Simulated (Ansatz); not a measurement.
# Preparing Al2O3 (R-3c) as a host crystal

Aim: the runs on the perfect crystal Al2O3 (R-3c) that a defect calculation needs first.

Program: Ansatz 0.2.0. Level of theory: plane-wave PAW DFT, PBEsol; relaxation of the host's cell and atoms; PAW set soft_1, in the first sound run; inputs show where later runs differ. Results are calculated unless marked as measured.

## Step 1: Starting point

Symmetry: R-3c, No. 167, trigonal system. The conventional cell has a = 4.805 Å, b = 4.805 Å, c = 13.116 Å, α = 90.00°, β = 90.00°, γ = 120.00°. Al has 6 O at 1.87 to 1.99 Å nearest. O has 4 Al at 1.87 to 1.99 Å nearest. Farther neighbours and most contacts between anions are not listed.

## Step 2: Host cell relaxation

Cell and atoms are relaxed together, until forces and stress fall under their thresholds.

File cell/input.yaml:

```yaml
crystal:
  lattice:
    - [2.4025136, 1.3870919, 4.3720844]
    - [-2.4025136, 1.3870919, 4.3720844]
    - [0.0, -2.7741838, 4.3720844]
  atoms:
    - { symbol: Al, position: [0.647904, 0.647904, 0.647904] }
    - { symbol: Al, position: [0.852096, 0.852096, 0.852096] }
    - { symbol: Al, position: [0.147904, 0.147904, 0.147904] }
    - { symbol: Al, position: [0.352096, 0.352096, 0.352096] }
    - { symbol: O, position: [0.4438545, 0.0561455, 0.75] }
    - { symbol: O, position: [0.9438545, 0.25, 0.5561455] }
    - { symbol: O, position: [0.0561455, 0.75, 0.4438545] }
    - { symbol: O, position: [0.75, 0.4438545, 0.0561455] }
    - { symbol: O, position: [0.25, 0.5561455, 0.9438545] }
    - { symbol: O, position: [0.5561455, 0.9438545, 0.25] }
basis:
  ecutwfc: 420
  xc_grid: 2
hamiltonian:
  xc: pbesol
  pseudopotentials: { kind: paw, azcp: { folder: soft_1 }, xc_functional: pbe }
kpoints:
  mp_grid: { grid: [7, 7, 7] }
scf:
  occupations: { method: fixed }
  max_iter: 100
relax:
  f_tol: 0.005
  max_steps: 60
  cell: {}
output:
  forces: true
  stress: true
checkpoint:
  write: "../cell.run"
  compress: false
  write_wavefunctions: false
  write_every: 100000
```

Command:

```sh
ansatz run input.yaml --threads 32 --pin off --max-ram 84787MiB --backend cpu --events-out ev --progress --plain --runs-dir out
```

Numbers of over 12 decimals in the logs are rounded to 6 here.

The program printed:

```text
[... repeated set-up lines and file paths are left out, and long positions are rounded to six places ...]
Engine: ansatz 0.2.0, aarch64-unknown-linux-gnu
Pseudopotentials: kind: paw
Pseudopotential: Al, paw, valence charge 3, recommended cutoff 420 eV (normal), soft_1/Al.paw.azcp
Pseudopotential: O, paw, valence charge 6, recommended cutoff 420 eV (normal), soft_1/O.paw.azcp
Functional definition: PBEsol
  exchange = pbesol_x
  correlation = pbesol_c
Crystal: 10 atoms, lattice volume = 87.420 Å³
Basis set: ecut = 420 eV, 1707 PW (Γ), exchange–correlation on 72×72×72 points (8 copies of the dense FFT grid, shifted against one another)
Bands: 34, of which v1, the nominal top of the filled ones, is band 24 counted from 1 (23 counted from 0)
Symmetry: 12 space group operations
Space group: R-3c (ITA 167), of the structure as read, at distance tolerance 4.4e-5 Å
k-points: 44 of 343
Non-local potential: Al, projectors of the file, l = 0: 2, l = 1: 2, l = 2: 1
Non-local potential: O, projectors of the file, l = 0: 2, l = 1: 2, l = 2: 1
PAW form: soft (Blöchl's): semilocal exchange-correlation on the pseudo side does not see the compensation charge
PAW frozen core: Al, regenerated for the run's functional, and the local potential with it (the file was generated under x = pbe(κ = 0.804, μ = 0.219515), c = pbe(β = 0.066725))
PAW frozen core: O, regenerated for the run's functional, and the local potential with it (the file was generated under x = pbe(κ = 0.804, μ = 0.219515), c = pbe(β = 0.066725))
PAW one-centre angular grid: Al, 110 points (default); XC on 64 Gauss nodes
PAW one-centre angular grid: O, 110 points (default); XC on 64 Gauss nodes
Initial density: superposition of atomic densities (chi_scale 0.1, normalization cell, long waves kept (reshape's long-wave potential 0.00 eV rms))
Initial wavefunctions: pseudopotential atomic-orbital guess
Functional: x = pbesol(κ = 0.804, μ = 0.123457), c = pbesol(β = 0.046)
SCF iter   1: F=—  HF=-5481.976350 eV  |Δ(HF+E_count)|=         —  Δρ=1.14e-1  dr2=1.11e1  Hψ=5661
preconditioner: auto → Resta (q_TF=auto, 2.469 Å⁻¹)  ε∞=3.3  [insulator: Δε(μ)=6.745 eV  Ē_g=18.002 eV  n_scr=20 (ndim 8)  ℏωp=27.5 eV  f_vac=0.000  ε∞_Penn≈3.3]
SCF iter   2: F=—  HF=-5479.046715 eV  |Δ(HF+E_count)|=    2.93e0  Δρ=4.12e-2  dr2=7.20e-1  Hψ=3199
SCF iter   3: F=—  HF=-5478.900486 eV  |Δ(HF+E_count)|=   1.46e-1  Δρ=2.04e-2  dr2=2.09e-1  Hψ=1399
automatic band count: iteration 3 solves 33 bands in place of 34: the levels show a gap, and the empty bands left out lie too high to hold charge; the band table lists the bands solved (type scf.n_extra_bands for more)
[...]
SCF 1 converged in 7 iterations: F = -5478.866648 eV  dr2 = 1.36e-8
  greatest PAW one-centre occupation: 0.855 electrons in one spin orbital (limit 2), on the O atom at site 9 (counted from 0), in its partial waves of l = 0
relax step   1: F+E_penalty+E_count = -5478.86664780 eV  Δ(F+E_penalty+E_count) = +0.000e0 eV  max|allowed force component| = 5.383e-2 eV/Å  Δτ_max = 0.0000 Å  P = -4.934 GPa  Ω = 87.420 Å³  (7 SCF iters, dr2 threshold 1.00e-7 eV, accepted)
[... the SCF cycles and remarks between the steps are left out from here to the last step ...]
relax step   2: F+E_penalty+E_count = -5478.88897261 eV  Δ(F+E_penalty+E_count) = -2.232e-2 eV  max|allowed force component| = 3.406e-2 eV/Å  Δτ_max = 0.0020 Å  P = -2.743 GPa  Ω = 86.605 Å³  energy of the carried Pulay correction = +2.669e-3 eV  (5 SCF iters, dr2 threshold 1.00e-6 eV, accepted)
relax step   3: F+E_penalty+E_count = -5478.90069714 eV  Δ(F+E_penalty+E_count) = -1.172e-2 eV  max|allowed force component| = 3.339e-2 eV/Å  Δτ_max = 0.0007 Å  P = +0.056 GPa  Ω = 85.619 Å³  energy of the carried Pulay correction = +5.930e-3 eV  (5 SCF iters, dr2 threshold 1.00e-6 eV, accepted)
relax step   4: F+E_penalty+E_count = -5478.90077370 eV  Δ(F+E_penalty+E_count) = -7.656e-5 eV  max|allowed force component| = 1.716e-2 eV/Å  Δτ_max = 0.0009 Å  P = +0.010 GPa  Ω = 85.629 Å³  energy of the carried Pulay correction = +5.895e-3 eV  (4 SCF iters, dr2 threshold 6.97e-8 eV, accepted)
relax step   5: F+E_penalty+E_count = -5478.90078717 eV  Δ(F+E_penalty+E_count) = -1.348e-5 eV  max|allowed force component| = 4.337e-3 eV/Å  Δτ_max = 0.0008 Å  P = -0.010 GPa  Ω = 85.636 Å³  energy of the carried Pulay correction = +5.873e-3 eV  (4 SCF iters, dr2 threshold 1.84e-8 eV, accepted)
relax step   6: F+E_penalty+E_count = -5478.89562576 eV  Δ(F+E_penalty+E_count) = +5.161e-3 eV  max|allowed force component| = 4.297e-3 eV/Å  Δτ_max = 0.0000 Å  P = -0.137 GPa  Ω = 85.636 Å³  stress off target by 1.42e-1 GPa  SCF on the basis re-selected at this cell (its energy is not comparable with the rows above)  (5 SCF iters)
relax step   7: F+E_penalty+E_count = -5478.89580294 eV  Δ(F+E_penalty+E_count) = -1.772e-4 eV  max|allowed force component| = 1.522e-5 eV/Å  Δτ_max = 0.0003 Å  P = -0.002 GPa  Ω = 85.590 Å³  energy of the carried Pulay correction = +1.533e-4 eV  (4 SCF iters, dr2 threshold 5.04e-8 eV, accepted)
iter 1 solved again at ethr=4.12e-8 eV; its pass at ethr=3.10e-3 eV (dr2=1.98e-5 eV) is discarded
SCF iter   1: F=—  HF=-5478.895608 eV  |Δ(HF+E_count)|=         —  Δρ=6.40e-6  dr2=8.76e-9  Hψ=9904
[...]
SCF iter   2: F=—  HF=-5478.895609 eV  |Δ(HF+E_count)|=   8.88e-7  Δρ=3.06e-6  dr2=3.11e-9  Hψ=2386
SCF iter   3: F=—  HF=-5478.895609 eV  |Δ(HF+E_count)|=   2.02e-9  Δρ=8.74e-7  dr2=4.01e-10  Hψ=2391
SCF iter   4: F=-5478.895609 eV  HF=-5478.895609 eV  |Δ(HF+E_count)|=  9.00e-11  Δρ=2.08e-7  dr2=2.35e-11  Hψ=4580
SCF 8 converged in 4 iterations: F = -5478.895609 eV  dr2 = 2.35e-11
relax step   8: F+E_penalty+E_count = -5478.89560894 eV  Δ(F+E_penalty+E_count) = +1.940e-4 eV  max|allowed force component| = 6.235e-6 eV/Å  Δτ_max = 0.0000 Å  P = -0.004 GPa  Ω = 85.590 Å³  stress off target by 4.28e-3 GPa  SCF on the basis re-selected at this cell (its energy is not comparable with the rows above)  (4 SCF iters)
basis re-selected at this cell: Δ(F+E_penalty+E_count) = +1.940e-4 eV, ΔP = -0.002 GPa vs the last step (what re-selecting the basis moved, of the pressure what is left beyond the Pulay correction that the steps carried, after the strain that the cell walked [...]
SCF converged after 4 iterations
Free energy (F): -5478.895609 eV
Harris-Foulkes:  -5478.895609 eV  (|F-HF|=1.09e-11)
Internal energy: -5478.895609 eV  (E = F + TS)
E sigma→0 (E₀):  -5478.895609 eV
Fermi energy:    7.505287 eV
--- Per-component energies (eV) ---
  E_band       = 56.362968
  E_kinetic    = 1136.317995
  E_local      = -1961.673058  (includes V_loc(G=0)·N_el)
  E_nonlocal   = 353.346559
  E_hartree    = 741.660506
  E_xc         = -584.977166
  E_vxc        = -676.777799  (∫ρ·V_xc dr)
  E_paw        = -2772.327597  (= ΣΔE_a)
  E_vpaw       = -278.176412  (= ΣTr[D̂ρ^β])
  E_aug_tail   = 0.004758  (compensation charges beyond the density's cutoff)
  E_ewald      = -2391.535890
  E_core_change = 0.288284  (= ΣΔE_core)
  E_smearing   = -0.000000  (= −TS)
  E_closure    = -0.000000  (closes the sum)
  Σ components = -5478.895609   (vs F -5478.895609, Δ=0.00e0)
--- Forces (eV/Å), atoms counted from 1 ---
  atom   1  Al    -0.00000000     0.00000000     0.00000623
  atom   2  Al    -0.00000000     0.00000000    -0.00000623
  atom   3  Al     0.00000000    -0.00000000     0.00000623
  atom   4  Al     0.00000000    -0.00000000    -0.00000623
  atom   5  O     -0.00000604    -0.00000000    -0.00000000
  atom   6  O     -0.00000302    -0.00000523     0.00000000
  [... 4 more lines of this table ...]
  max |Σ_I F_I| component: 2.31e-18 eV/Å
--- Stress (GPa, compression-positive) ---
       -0.004284      -0.000000       0.000000
       -0.000000      -0.004284       0.000000
        0.000000       0.000000      -0.002935
  P = ⅓ Tr σ = -0.0038 GPa (-0.038 kbar)
--- Relaxed structure (6 steps of the walk, 6 accepted, 2 SCFs on fresh bases) ---
  F+E_penalty+E_count = -5478.89560894 eV   max|allowed force component| = 6.235e-6 eV/Å   (the final SCF, on the basis selected at the relaxed cell)
  cell:  # Å, volume = 85.5896 Å³
    - [2.386653, 1.377935, 4.337623]
    - [-2.386653, 1.377935, 4.337623]
    - [0, -2.755869, 4.337623]
  atoms:
    - { symbol: Al, position: [0.647953, 0.647953, 0.647953] }
    - { symbol: Al, position: [0.852047, 0.852047, 0.852047] }
    - { symbol: Al, position: [0.147953, 0.147953, 0.147953] }
    - { symbol: Al, position: [0.352047, 0.352047, 0.352047] }
    - { symbol: O, position: [0.444168, 0.055832, 0.750000] }
    - { symbol: O, position: [0.944168, 0.250000, 0.555832] }
  [... 4 more lines of this table ...]
```

Elapsed: 3.2 s, on 32 threads of Arm Neoverse V2, shared host; peak memory 0.33 GiB; 55 s of CPU time.

Step by step:

```
step  energy less that of the first step (eV)  largest force component (eV/Å)  pressure (GPa)  volume (Å³)
   1                                   0.0000                          0.0538           -4.93        87.42
   2                                  -0.0223                          0.0341           -2.74        86.60
   3                                  -0.0340                          0.0334            0.06        85.62
   4                                  -0.0341                          0.0172            0.01        85.63
   5                                  -0.0341                          0.0043           -0.01        85.64
   6                                  -0.0290                          0.0043           -0.14        85.64
   7                                  -0.0292                          0.0000            0.00        85.59
  8*                                  -0.0290                          0.0000            0.00        85.59
```

Relaxation steps marked * repeat the geometry before them on a plane-wave basis chosen anew for their cell, so energy and pressure can jump there. The log counts 2 steps on a newly chosen plane-wave basis, not all of them marked here; energy and pressure can jump at such steps.

Forces are held to the 12 operations that the run works with; a distortion that breaks them can't arise in this run.

```
conventional cell, symmetrised  before   after  change
                         a (Å)   4.805   4.773  -0.7 %
                         b (Å)   4.805   4.773  -0.7 %
                         c (Å)  13.116  13.013  -0.8 %
              volume (Å³/atom)    8.74    8.56  -2.1 %
```

Numbers from this step:

| Property | Result |
| --- | --- |
| pressure | -0.003835 GPa |

The relaxation ends with a pressure of 0.00 GPa.

## Step 3: Dielectric tensors of the host

The response to a uniform electric field gives the electronic dielectric tensor.

This step: plane-wave PAW DFPT, PBEsol; dielectric tensors, Born charges and zone-centre modes of the host; PAW set soft_1 (Ansatz 0.2.0).

File eps/input.yaml:

```yaml
crystal:
  lattice:
    - [2.3866526644, 1.3779345583, 4.3376225335]
    - [-2.3866526644, 1.3779345583, 4.3376225335]
    - [0.0, -2.7558691165, 4.3376225335]
  atoms:
    - { symbol: Al, position: [0.6479531977, 0.6479531977, 0.6479531977] }
    - { symbol: Al, position: [0.8520468023, 0.8520468023, 0.8520468023] }
    - { symbol: Al, position: [0.1479531977, 0.1479531977, 0.1479531977] }
    - { symbol: Al, position: [0.3520468023, 0.3520468023, 0.3520468023] }
    - { symbol: O, position: [0.4441683054, 0.0558316946, 0.75] }
    - { symbol: O, position: [0.9441683054, 0.25, 0.5558316946] }
    - { symbol: O, position: [0.0558316946, 0.75, 0.4441683054] }
    - { symbol: O, position: [0.75, 0.4441683054, 0.0558316946] }
    - { symbol: O, position: [0.25, 0.5558316946, 0.9441683054] }
    - { symbol: O, position: [0.5558316946, 0.9441683054, 0.25] }
basis:
  ecutwfc: 420
hamiltonian:
  xc: pbesol
  pseudopotentials: { kind: paw, azcp: { folder: soft_1 }, xc_functional: pbe }
kpoints:
  mp_grid: { grid: [6, 6, 6] }
scf:
  occupations: { method: fixed }
  max_iter: 100
phonons:
  method: dfpt
  dielectric: true
  rigid_motions: translations
```

The program printed:

```text
[...]
Crystal: 10 atoms, lattice volume = 85.590 Å³
Basis set: ecut = 420 eV, 1653 PW (Γ), exchange–correlation on 72×72×72 points (8 copies of the dense FFT grid, shifted against one another)
Bands: 34, of which v1, the nominal top of the filled ones, is band 24 counted from 1 (23 counted from 0)
Symmetry: 12 space group operations
k-points: 112 of 216 (irreducible under 1 space group operation, time reversal used)
[...]
SCF iter   1: F=—  HF=-5482.114746 eV  |Δ(HF+E_count)|=         —  Δρ=1.18e-1  dr2=1.13e1  Hψ=14498
[...]
SCF iter   9: F=-5478.895573 eV  HF=-5478.895573 eV  |Δ(HF+E_count)|=  1.16e-10  Δρ=9.60e-8  dr2=6.47e-12  Hψ=25874
SCF 1 converged in 9 iterations: F = -5478.895573 eV  dr2 = 6.47e-12
[...]
NSCF: frozen V_eff on 6 k-points
DFPT response loops at Γ: preconditioner auto → none (the input reference at scf.mixing.eps_inf says where Resta's filter doesn't serve); β = 0.50; Broyden in place of MSR1
SCF converged after 9 iterations
Free energy (F): -5478.895573 eV
[...]
Internal energy: -5478.895573 eV  (E = F + TS)
E sigma→0 (E₀):  -5478.895573 eV
Fermi energy:    7.505287 eV
[...]
--- Band table (eV; the first three rows and the last of 112) ---
[...]
--- Phonons (Γ-DFPT): 5 representative perturbations + reference, on 112 of 216 k-points (Σ response iterations 15) ---
  k mesh reduced under 1 symmetry operation, with k and −k counted as one. Each operation leaves every solved perturbation unchanged. A smaller set is not considered because the run solves the response to a homogeneous field
  ASR residual: 3.562e-5 → 0.000e0 eV/Å²; symmetrization residual: 2.668e-5 eV/Å²
  ASR residual per site (eV/Å²): 2.47e-5 2.47e-5 2.47e-5 2.47e-5 3.56e-5 2.70e-5 2.70e-5 2.70e-5 2.70e-5 3.56e-5
  Γ frequencies (cm⁻¹): 0.00 0.00 0.00 298.24 363.84 363.84 377.31 377.31 383.84 406.16 421.09 421.09 425.52 425.52 433.81 433.81 514.51 558.01 558.01 562.64 562.64 569.03 589.66 614.84 614.84 625.67 674.54 730.66 730.66 731.24
  ε∞ (high-frequency dielectric tensor):
        3.294920     0.000000    -0.000000
        0.000000     3.294920    -0.000000
        0.000000    -0.000000     3.256330
  ε⁰ (static dielectric tensor: ions relaxed, cell fixed):
        9.663769     0.000000    -0.000000
        0.000000     9.663769     0.000000
       -0.000000     0.000000    11.746694
  ε⁰ − ε∞ (ionic part):
        6.368849     0.000000    -0.000000
        0.000000     6.368849     0.000000
       -0.000000     0.000000     8.490364
  softest optical mode at Γ: 298.24 cm⁻¹; the repairs (sum rule, projections) moved no ω² at Γ by more than (3.83 cm⁻¹)²
  Born effective charges Z* (e; rows j = field, columns β = displacement):
    site 0:
         2.97855   -0.03055    0.00000
         0.03055    2.97855   -0.00000
        -0.00000   -0.00000    2.94565
    site 1:
         2.97855    0.03055   -0.00000
        -0.03055    2.97855   -0.00000
         0.00000   -0.00000    2.94565
    site 2:
         2.97855    0.03055   -0.00000
        -0.03055    2.97855   -0.00000
         0.00000   -0.00000    2.94565
    site 3:
         2.97855   -0.03055    0.00000
         0.03055    2.97855   -0.00000
        -0.00000   -0.00000    2.94565
    site 4:
        -2.08733    0.00000   -0.00000
        -0.00000   -1.88407    0.27155
         0.00000    0.36483   -1.96377
    site 5:
        -1.93489   -0.08802    0.23517
        -0.08802   -2.03652   -0.13578
         0.31595   -0.18242   -1.96377
    site 6:
        -1.93489   -0.08802    0.23517
        -0.08802   -2.03652   -0.13578
         0.31595   -0.18242   -1.96377
    site 7:
        -1.93489    0.08802   -0.23517
         0.08802   -2.03652   -0.13578
        -0.31595   -0.18242   -1.96377
    site 8:
        -1.93489    0.08802   -0.23517
         0.08802   -2.03652   -0.13578
        -0.31595   -0.18242   -1.96377
    site 9:
        -2.08733    0.00000   -0.00000
        -0.00000   -1.88407    0.27155
        -0.00000    0.36483   -1.96377
  Z* charge neutrality: 1.709e-5 e pre-enforcement
  k-mesh period / interband length: 28.6 Å / 1.27 Å = 22.51 at k = (0.0000, 0.0000, 0.0000), direct gap 6.038 eV — 14 or more, which is no proof of convergence
  optical modes at Γ without the LO–TO term, one row a degenerate level:
      ω (cm⁻¹)  modes    IR ((D/Å)²/amu)
        298.24      1             0.0000
[...]
optical modes at Γ + LO–TO along q̂ = [1.0000, 0.0000, 0.0000]:
      ω (cm⁻¹)  modes    IR ((D/Å)²/amu)
[...]
optical modes at Γ + LO–TO along q̂ = [0.0000, 1.0000, 0.0000]:
      ω (cm⁻¹)  modes    IR ((D/Å)²/amu)
[...]
optical modes at Γ + LO–TO along q̂ = [0.0000, 0.0000, 1.0000]:
      ω (cm⁻¹)  modes    IR ((D/Å)²/amu)
[...]
433.81      2             0.0000
        487.20      1             2.0851
        514.51      1             0.0000
        558.01      2            81.4600
        562.64      2             0.0000
        589.66      1             0.0000
        614.84      2             7.4447
        625.67      1             0.0000
        674.54      1             0.0000
        730.66      2             0.0000
        731.24      1             0.0000
        851.48      1            62.1090
```

Run time: 15 s. Hardware: 32 threads; peak memory 1.3 GiB; 5 min of CPU time.

Electronic dielectric tensor:

```
3.29 0.00 0.00
0.00 3.29 0.00
0.00 0.00 3.26
```

Static dielectric tensor:

```
 9.66  0.00  0.00
 0.00  9.66  0.00
 0.00  0.00 11.75
```

The principal values of the electronic dielectric tensor are 3.26, 3.29 and 3.29. The principal values of the static dielectric tensor are 9.66, 9.66 and 11.75.

(Continued in part 2 of 2.)

[Logs are printed without paths, hosts, clocks, repeated set-up lines and the standing remarks that a program may print on its own settings, such as how far it seeks lower states.]

[Hosts, paths, dates, database ids (printed as entryN), source tags and the programs' standing remarks are cut or masked in the printed files.]

[Runs of the host that timed out are not shown.]

[For some hosts the program warned that the k-mesh of the response run may be too coarse for force constants and the static dielectric constant; such warnings are not always shown.]
